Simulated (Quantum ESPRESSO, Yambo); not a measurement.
# BN (P6_3mc): G0W0 in Yambo against the bands, part 2 of 2

Aim: move the bands of a G0W0 run on BN (P6_3mc) over a wide range.

Yambo 5.3.0; PBE and many-body steps on it, plane waves. Known limits of the many-body steps: not at the basis limit; coarse k mesh.

So far. Step 4 (77 bands): Against the run before, the gap moves by +0.040 eV.

The database entry behind the starting cell has ideal inner coordinates that were not refined, so it need not match the best structure at ambient conditions.

## 5. 136 bands

Level of this step: G0W0 on PBE, plane waves, norm-conserving pseudopotentials (Yambo).

File gw4.in:

```
HF_and_locXC
gw0
dyson
ppa
em1d
rim_cut
RandQpts= 1000000
RandGvec= 1 RL
EXXRLvcs= 72 Ry
VXCRLvcs= 288 Ry
Chimod= "HARTREE"
% BndsRnXp
 1 | 136 |
%
NGsBlkXp= 15.5 Ry
% LongDrXp
 1 | 1 | 1 |
%
% GbndRnge
 1 | 136 |
%
DysSolver= "n"
ExtendOut
PPAPntXp= 27.21138 eV
% QPkrange
 1 | 1 | 7 | 10 |
 19 | 19 | 7 | 10 |
 4 | 4 | 7 | 10 |
%
```

Run with:

```sh
> OMP_NUM_THREADS=1 mpirun -n 4 yambo -F gw4.in -J gw4 -C gw4 > gw4.log
```

The program printed:

```text
 Yambo, version 5.3.0

 [02] CORE Variables Setup
 =========================

  [... cell, symmetries and grids as in the set-up ...]

  [02.05] Energies & Occupations
  ==============================

  [X] === General ===
  [X] Electronic Temperature                        :  0.000000  0.000000 [eV K]
  [X] Bosonic    Temperature                        :  0.000000  0.000000 [eV K]
  [X] Finite Temperature mode                       : no
  [X] El. density                                   :  0.68414E+24 [cm-3]
[...]
QP @ state[ 2 ] b range                          :   7  10
   QP @ state[ 3 ] K range                          :  19  19
   QP @ state[ 3 ] b range                          :   7  10
   GF energies kind                                 : Perdew, Burke & Ernzerhof(X)+Perdew, Burke & Ernzerhof(C)
   GF WF`s kind                                     : Perdew, Burke & Ernzerhof(X)+Perdew, Burke & Ernzerhof(C)
   Xs energies kind                                 : Perdew, Burke & Ernzerhof(X)+Perdew, Burke & Ernzerhof(C)
   Xs WF`s kind                                     : Perdew, Burke & Ernzerhof(X)+Perdew, Burke & Ernzerhof(C)

 [11] Game Over & Game summary
```

It took 2.9 min on 4 MPI ranks of Arm Neoverse V1, shared host; peak memory 1.6 GiB.

This step gave:

* G0W0 gap on the points computed: 6.760 eV
* starting gap on the mesh: 5.280 eV
* k of the valence top: 0, 0, 0
* k of the conduction bottom: 0.3333, 0.3333, 0
* least direct G0W0 gap on the computed points: 10.25 eV

Against the run before, the gap moves by +0.063 eV.

## 6. 205 bands

gw5.in, as its differences from gw4.in of step 5:

```diff
@@ -12,3 +12,3 @@
 % BndsRnXp
- 1 | 136 |
+ 1 | 205 |
 %
@@ -19,3 +19,3 @@
 % GbndRnge
- 1 | 136 |
+ 1 | 205 |
 %
```

Run with:

```sh
> OMP_NUM_THREADS=1 mpirun -n 4 yambo -F gw5.in -J gw5 -C gw5 > gw5.log
```

The program printed:

```text
 Yambo, version 5.3.0

 [02] CORE Variables Setup
 =========================

  [... cell, symmetries and grids as in the set-up ...]

  [02.05] Energies & Occupations
  ==============================

  [X] === General ===
  [X] Electronic Temperature                        :  0.000000  0.000000 [eV K]
  [X] Bosonic    Temperature                        :  0.000000  0.000000 [eV K]
  [X] Finite Temperature mode                       : no
  [X] El. density                                   :  0.68414E+24 [cm-3]
[...]
QP @ state[ 2 ] b range                          :   7  10
   QP @ state[ 3 ] K range                          :  19  19
   QP @ state[ 3 ] b range                          :   7  10
   GF energies kind                                 : Perdew, Burke & Ernzerhof(X)+Perdew, Burke & Ernzerhof(C)
   GF WF`s kind                                     : Perdew, Burke & Ernzerhof(X)+Perdew, Burke & Ernzerhof(C)
   Xs energies kind                                 : Perdew, Burke & Ernzerhof(X)+Perdew, Burke & Ernzerhof(C)
   Xs WF`s kind                                     : Perdew, Burke & Ernzerhof(X)+Perdew, Burke & Ernzerhof(C)

 [11] Game Over & Game summary
```

It took 4.4 min on 4 MPI ranks; peak memory 1.8 GiB.

This step gave:

```yaml
g0w0_gap_on_the_points_computed: 6.791 eV
starting_gap_on_the_mesh: 5.280 eV
k_of_the_valence_top: 0, 0, 0
k_of_the_conduction_bottom: 0.3333, 0.3333, 0
least_direct_g0w0_gap_on_the_computed_points: 10.26 eV
```

Against the run before, the gap moves by +0.031 eV.

## 7. 283 bands

gw6.in, as its differences from gw5.in of step 6:

```diff
@@ -12,3 +12,3 @@
 % BndsRnXp
- 1 | 205 |
+ 1 | 283 |
 %
@@ -19,3 +19,3 @@
 % GbndRnge
- 1 | 205 |
+ 1 | 283 |
 %
```

Run with:

```sh
> OMP_NUM_THREADS=1 mpirun -n 4 yambo -F gw6.in -J gw6 -C gw6 > gw6.log
```

The program printed:

```text
 Yambo, version 5.3.0

 [02] CORE Variables Setup
 =========================

  [... cell, symmetries and grids as in the set-up ...]

  [02.05] Energies & Occupations
  ==============================

  [X] === General ===
  [X] Electronic Temperature                        :  0.000000  0.000000 [eV K]
  [X] Bosonic    Temperature                        :  0.000000  0.000000 [eV K]
  [X] Finite Temperature mode                       : no
  [X] El. density                                   :  0.68414E+24 [cm-3]
[...]
QP @ state[ 2 ] b range                          :   7  10
   QP @ state[ 3 ] K range                          :  19  19
   QP @ state[ 3 ] b range                          :   7  10
   GF energies kind                                 : Perdew, Burke & Ernzerhof(X)+Perdew, Burke & Ernzerhof(C)
   GF WF`s kind                                     : Perdew, Burke & Ernzerhof(X)+Perdew, Burke & Ernzerhof(C)
   Xs energies kind                                 : Perdew, Burke & Ernzerhof(X)+Perdew, Burke & Ernzerhof(C)
   Xs WF`s kind                                     : Perdew, Burke & Ernzerhof(X)+Perdew, Burke & Ernzerhof(C)

 [11] Game Over & Game summary
```

Run time: 6.1 min. Hardware: 4 MPI ranks; peak memory 2.1 GiB.

Numbers from this step:

```
G0W0 gap on the points computed              : 6.805 eV
starting gap on the mesh                     : 5.280 eV
k of the valence top                         : 0, 0, 0
k of the conduction bottom                   : 0.3333, 0.3333, 0
least direct G0W0 gap on the computed points : 10.27 eV
```

Against the run before, the gap moves by +0.015 eV.

## 8. The runs together

Times are wall times on 4 MPI ranks of Arm Neoverse V1, shared host, good to a factor of about two.

| run | mesh | bands | screening cutoff (eV) | DFT gap (eV) | gap on the mesh (eV) | direct (eV) | time |
| --- | --- | --- | --- | --- | --- | --- | --- |
| 24 bands | 6×6×4 | 24 | 210.9 | 5.280 | 6.738 | 10.367 | 30 s |
| 42 bands | 6×6×4 | 42 | 210.9 | 5.280 | 6.657 | 10.235 | 53 s |
| 77 bands | 6×6×4 | 77 | 210.9 | 5.280 | 6.697 | 10.217 | 99 s |
| 136 bands | 6×6×4 | 136 | 210.9 | 5.280 | 6.760 | 10.246 | 2.9 min |
| 205 bands | 6×6×4 | 205 | 210.9 | 5.280 | 6.791 | 10.265 | 4.4 min |
| 283 bands | 6×6×4 | 283 | 210.9 | 5.280 | 6.805 | 10.274 | 6.1 min |

## 9. Outcome

```
24 bands     : 6.738 eV
42 bands     : 6.657 eV
77 bands     : 6.697 eV
136 bands    : 6.760 eV
205 bands    : 6.791 eV
283 bands    : 6.805 eV
known limits : not at the basis limit; coarse k mesh
```

What this shows: The setting moved: bands. From 24 bands to 283 bands the gap moves by +0.07 eV, for 12 times the time, not steadily: it passes through 6.66 eV. The last step still moves it by +0.015 eV. Bands and screening cutoff are coupled, so a series along one setting does not show full convergence. Bands and cutoff are finite, so the gap is not at the basis limit. The miss can reach some tenths of an eV and take either sign; the mesh is an error of its own. In the G0W0 runs levels were corrected at 3 k points alone, so a gap called «on the mesh» is the least over those, and an edge elsewhere would be missed. The 6×6×4 mesh is coarse for this cell, which bears on the long-range parts of exchange and screening.

[Paths, hosts, dates, memory and timing lines, banners, echoed tables and standing remarks are left out of the program output.]

[Logs are printed without paths, hosts, clocks, repeated set-up lines and the standing remarks that a program may print on its own settings, such as how far it seeks lower states.]

[Runs of the session that timed out or met a known fault of the program may be left out.]

[Hosts, paths, dates, database ids (printed as entryN), source tags and the programs' standing remarks are cut or masked in the printed files.]
